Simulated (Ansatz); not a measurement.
# HfO2 monolayer (2H) under uniaxial strain along the armchair direction, normal to a, with the width clamped

Aim: how do the optical modes of HfO2 monolayer (2H) shift and split under this strain?

Method: DFT PBE, scalar-relativistic, plane waves, PAW; PAW set soft_1, in Ansatz 0.2.0.

## (1) The structure

The cell holds 3 atoms: 1 Hf and 2 O. Cell: a = 3.240 Å, b = 3.240 Å, c = 28.700 Å, α = 90.0°, β = 90.0°, γ = 120.0°. Vacuum lies along c. The height across the vacuum is the one that the program set for its solve, not the one typed.

## (2) A rough relaxation first

A rough relaxation comes first, because large forces or stress need no tight tolerances yet. The program lengthens the typed cell of 20.0 Å along the normal to 28.7 Å, as its cut-off of the electrostatics needs, and moves no atom.

The input, input.yaml:

```yaml
crystal:
  lattice:
    - [3.24, 0.0, 0.0]
    - [-1.62, 2.80592, 0.0]
    - [0.0, 0.0, 20.0]
  atoms:
    - { symbol: Hf, position: [0.333333, 0.666667, 0.5] }
    - { symbol: O, position: [0.666667, 0.333333, 0.56125] }
    - { symbol: O, position: [0.666667, 0.333333, 0.43875] }
  periodic: [true, true, false]
kpoints:
  mp_grid: { grid: [9, 9, 1] }
hamiltonian:
  xc: pbe
  pseudopotentials: { kind: paw, azcp: { folder: soft_1 } }
scf:
  occupations: { method: gaussian, width: 0.1 }
output:
  forces: true
  stress: true
  eigenvalues: true
relax:
  adjacent_minimum: "off"
  f_tol: 0.05
  max_steps: 80
  cell: { stress_2d_tol: 0.02 }
```

Launch:

```sh
$ ansatz run input.yaml --threads 4 --pin off --max-ram 16384MiB --backend cpu --events-out ev --progress --plain --runs-dir out
```

Numbers of over 12 decimals in the logs are rounded to 6 here.

Log:

```text
[...]
F+E_penalty+E_count = -16860.20771784 eV   max|allowed force component| = 4.056e-4 eV/Å   (the final SCF, on the basis selected at the relaxed cell)
  cell:  # Å, volume = 241.6784 Å³
    - [3.118262, 0, 0]
    - [-1.559131, 2.700494, 0]
    - [0, 0, 28.700000]
  atoms:
    - { symbol: Hf, position: [0.333333, 0.666667, 0.348432] }
    - { symbol: O, position: [0.666667, 0.333333, 0.389033] }
    - { symbol: O, position: [0.666667, 0.333333, 0.307831] }
[key lines of the parts left out:]
SCF converged after 7 iterations
Free energy (F): -16860.207718 eV
Fermi energy:    -7.115079 eV
P = ½ c Tr σ = -0.0065 N/m
```

Wall time 17 s (4 threads of Arm Neoverse V2, shared host); peak memory 0.54 GiB; 63 s of CPU time.

The steps of the relaxation:

| step | energy less that of the first step (eV) | largest force component (eV/Å) | volume (Å³) |
| --- | --- | --- | --- |
| 1 | 0.0000 | 1.7438 | 260.92 |
| 2 | -0.2462 | 1.4886 | 244.50 |
| 3 | -0.3139 | 0.3715 | 238.96 |
| 4 | -0.3224 | 0.0518 | 242.27 |
| 5 | -0.3227 | 0.0046 | 241.89 |
| 6* | -0.3175 | 0.0046 | 241.89 |
| 7 | -0.3177 | 0.0004 | 241.68 |
| 8* | -0.3176 | 0.0004 | 241.68 |

Relaxation steps marked * repeat the geometry before them on a plane-wave basis chosen anew for their cell, so energy and pressure can jump there.

Forces are held to the 12 operations that the run works with; a distortion that breaks them can't arise in this run.

| cell as run | before | after | change |
| --- | --- | --- | --- |
| a (Å) | 3.240 | 3.118 | -3.8 % |
| b (Å) | 3.240 | 3.118 | -3.8 % |

The atoms that moved most (Å, along periodic axes as changes of fractional coordinates times the final cell, across vacuum about the mean position):

| atom | dx | dy | dz | length |
| --- | --- | --- | --- | --- |
| O2 | 0.000 | 0.000 | -0.060 | 0.060 |
| O3 | 0.000 | 0.000 | 0.060 | 0.060 |

Final coordinates:

```xyz
3
Lattice="3.1183 0.0000 0.0000 -1.5591 2.7005 0.0000 0.0000 0.0000 28.7000" Properties=species:S:1:pos:R:3
Hf    0.0000    1.8003   10.0000
O     1.5591    0.9002   11.1653
O     1.5591    0.9002    8.8347
```

This step gave:

| Quantity | Value |
| --- | --- |
| gap on the k-mesh | 2.105 eV |
| area per atom | 2.807 Å² |

The relaxation ends with a largest force component of 4.1e-4 eV/Å.

## (3) Relaxation

The cell and atoms are relaxed, since residual forces and stress would shift the frequencies.

The input, input.yaml:

```yaml
crystal:
  lattice:
    - [3.1182621236, 0.0, 0.0]
    - [-1.5591310618, 2.7004942147, 0.0]
    - [0.0, 0.0, 28.7]
  atoms:
    - { symbol: Hf, position: [0.3333333333, 0.6666666667, 0.3484320557] }
    - { symbol: O, position: [0.6666666667, 0.3333333333, 0.3890334169] }
    - { symbol: O, position: [0.6666666667, 0.3333333333, 0.3078306946] }
  periodic: [true, true, false]
kpoints:
  mp_grid: { grid: [12, 12, 1] }
hamiltonian:
  xc: pbe
  pseudopotentials: { kind: paw, azcp: { folder: soft_1 } }
scf:
  occupations: { method: gaussian, width: 0.02 }
output:
  forces: true
  stress: true
  eigenvalues: true
  write_density: true
  write_potential: true
  elf: true
  volumetric_format: npy
relax:
  adjacent_minimum: "off"
  f_tol: 0.005
  max_steps: 80
  cell: { stress_2d_tol: 0.02 }
```

Log:

```text
[...]
Crystal: 3 atoms, lattice volume = 241.678 Å³
Basis set: ecut = 420 eV, 4667 PW (Γ), exchange–correlation on 48×48×384 points (8 copies of the dense FFT grid, shifted against one another)
Bands: 23, of which v1, the nominal top of the filled ones, is band 19 counted from 1 (18 counted from 0)
Symmetry: 12 space group operations
[...]
k-points: 19 of 144 (time reversal used)
[...]
SCF iter   1: F=—  HF=-16864.225399 eV  |F-HF|=—  |Δ(HF+E_count)|=         —  Δρ=7.50e-2  dr2=1.57e1  ethr=3.10e-3  ⟨swp⟩=11.3  Hψ=2937  notcnv=0
[...]
SCF iter  10: F=-16860.207750 eV  HF=-16860.207750 eV  |F-HF|=1.37e-9  |Δ(HF+E_count)|=   1.18e-8  Δρ=1.17e-6  dr2=2.11e-9  ethr=1.79e-10  ⟨swp⟩=10.5  Hψ=3878  notcnv=0
SCF 1 converged in 10 iterations: F = -16860.207750 eV  dr2 = 2.11e-9
[...]
relax step   1: F+E_penalty+E_count = -16860.20775008 eV  Δ(F+E_penalty+E_count) = +0.000e0 eV  max|allowed force component| = 3.822e-4 eV/Å  Δτ_max = 0.0000 Å  P = -0.007 N/m  Ω = 241.678 Å³  fix = [c, alpha, beta]  reactions: c -0.000 N/m  (10 SCF iters, dr2 threshold 1.00e-7 eV, accepted)
[...]
SCF iter   7: F=-16860.207750 eV  HF=-16860.207750 eV  |F-HF|=1.46e-11  |Δ(HF+E_count)|=  3.64e-12  Δρ=6.84e-9  dr2=4.80e-14  ethr=1.00e-12  ⟨swp⟩=7.7  Hψ=2620  notcnv=0
SCF 2 converged in 7 iterations: F = -16860.207750 eV  dr2 = 4.80e-14
relax step   2: F+E_penalty+E_count = -16860.20775008 eV  Δ(F+E_penalty+E_count) = -8.185e-10 eV  max|allowed force component| = 3.984e-4 eV/Å  Δτ_max = 0.0000 Å  P = -0.007 N/m  Ω = 241.678 Å³  fix = [c, alpha, beta]  reactions: c -0.000 N/m  stress off target by 7.23e-3 N/m on what of the cell is left free  SCF on the basis re-selected at this cell (its energy is not comparable with the rows above)  (7 SCF iters)
basis re-selected at this cell: Δ(F+E_penalty+E_count) = -8.185e-10 eV, ΔP = -0.000 N/m vs the last step (what re-selecting the basis moved, of the pressure what is left beyond the Pulay correction that the steps carried, after the strain that the cell walked since its last selection, with what the two solves' SCF thresholds leave and, on support functions, any second-order correction that the steps lacked; it is no  [...]
SCF converged after 7 iterations
Free energy (F): -16860.207750 eV
[...]
Internal energy: -16860.207750 eV  (E = F + TS)
E sigma→0 (E₀):  -16860.207750 eV
Fermi energy:    -7.134852 eV
[...]
--- Forces (eV/Å), atoms counted from 1 ---
  atom   1  Hf     0.00000000    -0.00000000    -0.00000000
  atom   2  O      0.00000000    -0.00000000    -0.00039843
  atom   3  O      0.00000000    -0.00000000     0.00039843
  max |Σ_I F_I| component: 9.78e-16 eV/Å
--- 2D stress c σ (N/m, compression-positive) ---
       -0.007227       0.000000       0.000000
       -0.000000      -0.007227      -0.000000
        0.000000       0.000000       0.000000
  P = ½ c Tr σ = -0.0072 N/m
--- Band table (eV; the first three rows and the last of 19) ---
  k-point 0: bands = [... 15 lower, -11.2414, -9.8723, -9.8723, -8.3539, -4.5598, -2.8514, -2.0601, -2.0601]
  k-point 1: bands = [... 15 lower, -11.1391, -9.9765, -9.9622, -8.2964, -4.4352, -2.9964, -2.0217, -1.7624]
  k-point 2: bands = [... 15 lower, -10.8602, -10.2227, -10.1944, -8.2079, -4.7639, -2.3558, -2.0065, -1.8906]
  k-point 18: bands = [... 15 lower, -10.9306, -10.7476, -9.6122, -8.3903, -6.0432, -3.1789, -0.6056, 0.5030]
--- Relaxed structure (1 steps of the walk, 1 accepted, 1 SCFs on fresh bases) ---
[...]
cell:  # Å, volume = 241.6784 Å³
    - [3.118262, 0.0, 0.0]
    - [-1.559131, 2.700494, 0.0]
    - [0.0, 0.0, 28.7]
  atoms:
    - { symbol: Hf, position: [0.333333, 0.666667, 0.348432] }
    - { symbol: O, position: [0.666667, 0.333333, 0.389033] }
    - { symbol: O, position: [0.666667, 0.333333, 0.307831] }
```

Elapsed: 7.6 s, on 4 threads; peak memory 0.55 GiB; 29 s of CPU time.

Little changed from the start: no atom moved by 0.005 Å and no cell edge by 0.1 %.

Numbers from this step:

```
gap on the k-mesh : 2.040 eV
```

Electrostatic potential energy in the ac plane at fractional y = 0.333, with atoms of O within 0.2 Å of it. With pseudopotentials it is smooth inside the atoms' cores, unlike the true potential.

Ten even steps from '0' (-27 eV) to '9' (0 eV), each cell a mean:
```
9999999999999999
9999999999999999
9999999999999999
9999999999999999
9999999999999999
9999999999999999
9999999999999999
9999999999999999
9999999999999999
9999999999999999
9999999999999999
9999999999999999
9999999999999999
9999999999999999
7777777610000147
3100124566555664
7766677510000047
9999999999889999
9999999999999999
9999999999999999
9999999999999999
9999999999999999
9999999999999999
9999999999999999
```
Columns run along a (3.1 Å; values clipped at the 3rd and 97th percentile), rows up along c (28.7 Å). Atoms in or near the plane, at fractional coordinates: O at (0.67, 0.39), O at (0.67, 0.31).

Valence density in the ac plane at fractional y = 0.333, with atoms of O within 0.2 Å of it. It is the smooth field of the valence electrons, not physical close to the nuclei.

Ten steps, logarithmic in the rise over the least value, from '_' (0.0 e/Å³) to '@' (5.5 e/Å³), each cell a mean:
```
________________________________
________________________________
________________________________
________________________________
________________________________
________________________________
________________________________
________________________________
________________________________
________________________________
________________________________
________________________________
________________________________
____________....::::----::::....
--::::::::--==++##@@@@@@@@%%**==
==++++++++======++++++++++++====
----::::----==**##@@@@@@@@%%**++
..__________..::::--====----::..
________________________________
________________________________
________________________________
________________________________
________________________________
________________________________
```
Columns run along a (3.1 Å), rows up along c (28.7 Å). Atoms in or near the plane, at fractional coordinates: O at (0.67, 0.39), O at (0.67, 0.31).

ELF in the ac plane at fractional y = 0.333, with atoms of O within 0.2 Å of it. It is the smooth field of the valence electrons, not physical close to the nuclei.

Values, 24 rows by 16 columns, each cell a mean:
```
0.00 0.00 0.00 0.00 0.00 0.00 0.00 0.00 0.00 0.00 0.00 0.00 0.00 0.00 0.00 0.00
0.00 0.00 0.00 0.00 0.00 0.00 0.00 0.00 0.00 0.00 0.00 0.00 0.00 0.00 0.00 0.00
0.00 0.00 0.00 0.00 0.00 0.00 0.00 0.00 0.00 0.00 0.00 0.00 0.00 0.00 0.00 0.00
0.00 0.00 0.00 0.00 0.00 0.00 0.00 0.00 0.00 0.00 0.00 0.00 0.00 0.00 0.00 0.00
0.00 0.00 0.00 0.00 0.00 0.00 0.00 0.00 0.00 0.00 0.00 0.00 0.00 0.00 0.00 0.00
0.00 0.00 0.00 0.00 0.00 0.00 0.00 0.00 0.00 0.00 0.00 0.00 0.00 0.00 0.00 0.00
0.00 0.00 0.00 0.00 0.00 0.00 0.00 0.00 0.00 0.00 0.00 0.00 0.00 0.00 0.00 0.00
0.00 0.00 0.00 0.00 0.00 0.00 0.00 0.00 0.00 0.00 0.00 0.00 0.00 0.00 0.00 0.00
0.00 0.00 0.00 0.00 0.00 0.00 0.00 0.00 0.00 0.00 0.00 0.00 0.00 0.00 0.00 0.00
0.00 0.00 0.00 0.00 0.00 0.00 0.00 0.00 0.00 0.00 0.00 0.00 0.00 0.00 0.00 0.00
0.00 0.00 0.00 0.00 0.00 0.00 0.00 0.00 0.00 0.00 0.00 0.00 0.00 0.00 0.00 0.00
0.00 0.00 0.00 0.00 0.00 0.00 0.00 0.00 0.00 0.00 0.00 0.00 0.00 0.00 0.00 0.00
0.00 0.00 0.00 0.00 0.00 0.00 0.00 0.01 0.02 0.03 0.03 0.03 0.03 0.02 0.01 0.01
0.12 0.04 0.01 0.01 0.02 0.09 0.21 0.33 0.43 0.50 0.53 0.54 0.51 0.46 0.37 0.25
0.41 0.15 0.06 0.05 0.11 0.32 0.59 0.76 0.81 0.76 0.65 0.62 0.73 0.80 0.79 0.66
0.15 0.23 0.32 0.34 0.28 0.19 0.17 0.25 0.36 0.43 0.45 0.45 0.44 0.40 0.29 0.17
0.38 0.15 0.07 0.07 0.12 0.30 0.56 0.74 0.80 0.75 0.64 0.61 0.72 0.80 0.78 0.64
0.16 0.05 0.01 0.01 0.03 0.12 0.26 0.40 0.51 0.58 0.61 0.62 0.59 0.53 0.44 0.31
0.00 0.00 0.00 0.00 0.00 0.00 0.01 0.02 0.03 0.04 0.05 0.05 0.04 0.03 0.02 0.01
0.00 0.00 0.00 0.00 0.00 0.00 0.00 0.00 0.00 0.00 0.00 0.00 0.00 0.00 0.00 0.00
0.00 0.00 0.00 0.00 0.00 0.00 0.00 0.00 0.00 0.00 0.00 0.00 0.00 0.00 0.00 0.00
0.00 0.00 0.00 0.00 0.00 0.00 0.00 0.00 0.00 0.00 0.00 0.00 0.00 0.00 0.00 0.00
0.00 0.00 0.00 0.00 0.00 0.00 0.00 0.00 0.00 0.00 0.00 0.00 0.00 0.00 0.00 0.00
0.00 0.00 0.00 0.00 0.00 0.00 0.00 0.00 0.00 0.00 0.00 0.00 0.00 0.00 0.00 0.00
```
Columns run along a (3.1 Å), rows up along c (28.7 Å). Atoms in or near the plane, at fractional coordinates: O at (0.67, 0.39), O at (0.67, 0.31).

## (4) Tight relaxation

Phonons need small forces and stress, so the relaxation is finished with tight tolerances on 12×12×1 k points.

Changes to input.yaml since step 3:

```diff
@@ -16,3 +16,3 @@
 scf:
-  occupations: { method: gaussian, width: 0.02 }
+  occupations: { method: fixed }
 output:
@@ -27,4 +27,4 @@
   adjacent_minimum: "off"
-  f_tol: 0.005
-  max_steps: 80
-  cell: { stress_2d_tol: 0.02 }
+  f_tol: 0.001
+  max_steps: 60
+  cell: { stress_2d_tol: 0.002 }
```

Log:

```text
[...]
Crystal: 3 atoms, lattice volume = 241.678 Å³
Basis set: ecut = 420 eV, 4667 PW (Γ), exchange–correlation on 48×48×384 points (8 copies of the dense FFT grid, shifted against one another)
Bands: 23, of which v1, the nominal top of the filled ones, is band 19 counted from 1 (18 counted from 0)
Symmetry: 12 space group operations
[...]
--- Relaxed structure (2 steps of the walk, 2 accepted, 1 SCFs on fresh bases) ---
[...]
cell:  # Å, volume = 241.6602 Å³
    - [3.118145, 0, 0]
    - [-1.559073, 2.700393, 0]
    - [0, 0, 28.7]
  atoms:
    - { symbol: Hf, position: [0.333333, 0.666667, 0.348432] }
    - { symbol: O, position: [0.666667, 0.333333, 0.389035] }
    - { symbol: O, position: [0.666667, 0.333333, 0.307830] }
[key lines of the parts left out:]
SCF converged after 10 iterations
Free energy (F): -16860.207758 eV
Fermi energy:    -8.155328 eV
P = ½ c Tr σ = 0.0016 N/m
```

Elapsed: 10 s, on 4 threads; peak memory 0.55 GiB.

Little changed from the start: no atom moved by 0.005 Å and no cell edge by 0.1 %.

Electrostatic potential energy in the ac plane at fractional y = 0.333, with atoms of O within 0.2 Å of it. With pseudopotentials it is smooth inside the atoms' cores, unlike the true potential.

Ten even steps from '0' (-27 eV) to '9' (0 eV), each cell a mean:
```
9999999999999999
9999999999999999
9999999999999999
9999999999999999
9999999999999999
9999999999999999
9999999999999999
9999999999999999
9999999999999999
9999999999999999
9999999999999999
9999999999999999
9999999999999999
9999999999999999
7777777610000147
3100124566555664
7766677510000047
9999999999889999
9999999999999999
9999999999999999
9999999999999999
9999999999999999
9999999999999999
9999999999999999
```
Columns run along a (3.1 Å; values clipped at the 3rd and 97th percentile), rows up along c (28.7 Å). Atoms in or near the plane, at fractional coordinates: O at (0.67, 0.39), O at (0.67, 0.31).

Valence density in the ac plane at fractional y = 0.333, with atoms of O within 0.2 Å of it. It is the smooth field of the valence electrons, not physical close to the nuclei.

Values in e/Å³, 24 rows by 16 columns, each cell a mean:
```
0.0 0.0 0.0 0.0 0.0 0.0 0.0 0.0 0.0 0.0 0.0 0.0 0.0 0.0 0.0 0.0
0.0 0.0 0.0 0.0 0.0 0.0 0.0 0.0 0.0 0.0 0.0 0.0 0.0 0.0 0.0 0.0
0.0 0.0 0.0 0.0 0.0 0.0 0.0 0.0 0.0 0.0 0.0 0.0 0.0 0.0 0.0 0.0
0.0 0.0 0.0 0.0 0.0 0.0 0.0 0.0 0.0 0.0 0.0 0.0 0.0 0.0 0.0 0.0
0.0 0.0 0.0 0.0 0.0 0.0 0.0 0.0 0.0 0.0 0.0 0.0 0.0 0.0 0.0 0.0
0.0 0.0 0.0 0.0 0.0 0.0 0.0 0.0 0.0 0.0 0.0 0.0 0.0 0.0 0.0 0.0
0.0 0.0 0.0 0.0 0.0 0.0 0.0 0.0 0.0 0.0 0.0 0.0 0.0 0.0 0.0 0.0
0.0 0.0 0.0 0.0 0.0 0.0 0.0 0.0 0.0 0.0 0.0 0.0 0.0 0.0 0.0 0.0
0.0 0.0 0.0 0.0 0.0 0.0 0.0 0.0 0.0 0.0 0.0 0.0 0.0 0.0 0.0 0.0
0.0 0.0 0.0 0.0 0.0 0.0 0.0 0.0 0.0 0.0 0.0 0.0 0.0 0.0 0.0 0.0
0.0 0.0 0.0 0.0 0.0 0.0 0.0 0.0 0.0 0.0 0.0 0.0 0.0 0.0 0.0 0.0
0.0 0.0 0.0 0.0 0.0 0.0 0.0 0.0 0.0 0.0 0.0 0.0 0.0 0.0 0.0 0.0
0.0 0.0 0.0 0.0 0.0 0.0 0.0 0.0 0.0 0.0 0.0 0.0 0.0 0.0 0.0 0.0
0.0 0.0 0.0 0.0 0.0 0.0 0.0 0.1 0.1 0.1 0.2 0.2 0.2 0.1 0.1 0.0
0.3 0.2 0.1 0.1 0.1 0.2 0.4 0.8 1.8 3.5 5.2 5.5 4.1 2.3 1.1 0.5
0.4 0.5 0.7 0.7 0.6 0.5 0.4 0.4 0.5 0.7 0.8 0.8 0.7 0.6 0.4 0.4
0.3 0.2 0.1 0.1 0.2 0.2 0.4 0.9 1.9 3.6 5.3 5.5 4.2 2.3 1.1 0.5
0.0 0.0 0.0 0.0 0.0 0.0 0.1 0.1 0.2 0.3 0.3 0.3 0.3 0.2 0.1 0.1
0.0 0.0 0.0 0.0 0.0 0.0 0.0 0.0 0.0 0.0 0.0 0.0 0.0 0.0 0.0 0.0
0.0 0.0 0.0 0.0 0.0 0.0 0.0 0.0 0.0 0.0 0.0 0.0 0.0 0.0 0.0 0.0
0.0 0.0 0.0 0.0 0.0 0.0 0.0 0.0 0.0 0.0 0.0 0.0 0.0 0.0 0.0 0.0
0.0 0.0 0.0 0.0 0.0 0.0 0.0 0.0 0.0 0.0 0.0 0.0 0.0 0.0 0.0 0.0
0.0 0.0 0.0 0.0 0.0 0.0 0.0 0.0 0.0 0.0 0.0 0.0 0.0 0.0 0.0 0.0
0.0 0.0 0.0 0.0 0.0 0.0 0.0 0.0 0.0 0.0 0.0 0.0 0.0 0.0 0.0 0.0
```
Columns run along a (3.1 Å), rows up along c (28.7 Å). Atoms in or near the plane, at fractional coordinates: O at (0.67, 0.39), O at (0.67, 0.31).

ELF in the ac plane at fractional y = 0.333, with atoms of O within 0.2 Å of it. It is the smooth field of the valence electrons, not physical close to the nuclei.

Values, 24 rows by 16 columns, each cell a mean:
```
0.00 0.00 0.00 0.00 0.00 0.00 0.00 0.00 0.00 0.00 0.00 0.00 0.00 0.00 0.00 0.00
0.00 0.00 0.00 0.00 0.00 0.00 0.00 0.00 0.00 0.00 0.00 0.00 0.00 0.00 0.00 0.00
0.00 0.00 0.00 0.00 0.00 0.00 0.00 0.00 0.00 0.00 0.00 0.00 0.00 0.00 0.00 0.00
0.00 0.00 0.00 0.00 0.00 0.00 0.00 0.00 0.00 0.00 0.00 0.00 0.00 0.00 0.00 0.00
0.00 0.00 0.00 0.00 0.00 0.00 0.00 0.00 0.00 0.00 0.00 0.00 0.00 0.00 0.00 0.00
0.00 0.00 0.00 0.00 0.00 0.00 0.00 0.00 0.00 0.00 0.00 0.00 0.00 0.00 0.00 0.00
0.00 0.00 0.00 0.00 0.00 0.00 0.00 0.00 0.00 0.00 0.00 0.00 0.00 0.00 0.00 0.00
0.00 0.00 0.00 0.00 0.00 0.00 0.00 0.00 0.00 0.00 0.00 0.00 0.00 0.00 0.00 0.00
0.00 0.00 0.00 0.00 0.00 0.00 0.00 0.00 0.00 0.00 0.00 0.00 0.00 0.00 0.00 0.00
0.00 0.00 0.00 0.00 0.00 0.00 0.00 0.00 0.00 0.00 0.00 0.00 0.00 0.00 0.00 0.00
0.00 0.00 0.00 0.00 0.00 0.00 0.00 0.00 0.00 0.00 0.00 0.00 0.00 0.00 0.00 0.00
0.00 0.00 0.00 0.00 0.00 0.00 0.00 0.00 0.00 0.00 0.00 0.00 0.00 0.00 0.00 0.00
0.00 0.00 0.00 0.00 0.00 0.00 0.00 0.01 0.02 0.03 0.03 0.03 0.03 0.02 0.01 0.01
0.12 0.04 0.01 0.01 0.02 0.09 0.21 0.33 0.43 0.50 0.53 0.54 0.51 0.46 0.37 0.25
0.41 0.15 0.06 0.05 0.11 0.32 0.59 0.76 0.81 0.76 0.65 0.62 0.73 0.80 0.79 0.66
0.15 0.23 0.32 0.34 0.28 0.19 0.17 0.25 0.36 0.43 0.45 0.45 0.44 0.40 0.29 0.17
0.38 0.15 0.07 0.07 0.12 0.30 0.56 0.74 0.80 0.75 0.64 0.61 0.72 0.80 0.78 0.64
0.16 0.05 0.01 0.01 0.03 0.12 0.26 0.40 0.51 0.58 0.61 0.62 0.59 0.53 0.44 0.31
0.00 0.00 0.00 0.00 0.00 0.00 0.01 0.02 0.03 0.04 0.05 0.05 0.04 0.03 0.02 0.01
0.00 0.00 0.00 0.00 0.00 0.00 0.00 0.00 0.00 0.00 0.00 0.00 0.00 0.00 0.00 0.00
0.00 0.00 0.00 0.00 0.00 0.00 0.00 0.00 0.00 0.00 0.00 0.00 0.00 0.00 0.00 0.00
0.00 0.00 0.00 0.00 0.00 0.00 0.00 0.00 0.00 0.00 0.00 0.00 0.00 0.00 0.00 0.00
0.00 0.00 0.00 0.00 0.00 0.00 0.00 0.00 0.00 0.00 0.00 0.00 0.00 0.00 0.00 0.00
0.00 0.00 0.00 0.00 0.00 0.00 0.00 0.00 0.00 0.00 0.00 0.00 0.00 0.00 0.00 0.00
```
Columns run along a (3.1 Å), rows up along c (28.7 Å). Atoms in or near the plane, at fractional coordinates: O at (0.67, 0.39), O at (0.67, 0.31).

The largest force component left is 0.79 meV/Å, within the tolerances set.

[end of part 1 of 2]

[Logs are printed without paths, hosts, clocks, repeated set-up lines and the standing remarks that a program may print on its own settings, such as how far it seeks lower states.]

[Hosts, paths, dates, database ids (printed as entryN), source tags and the programs' standing remarks are cut or masked in the printed files.]
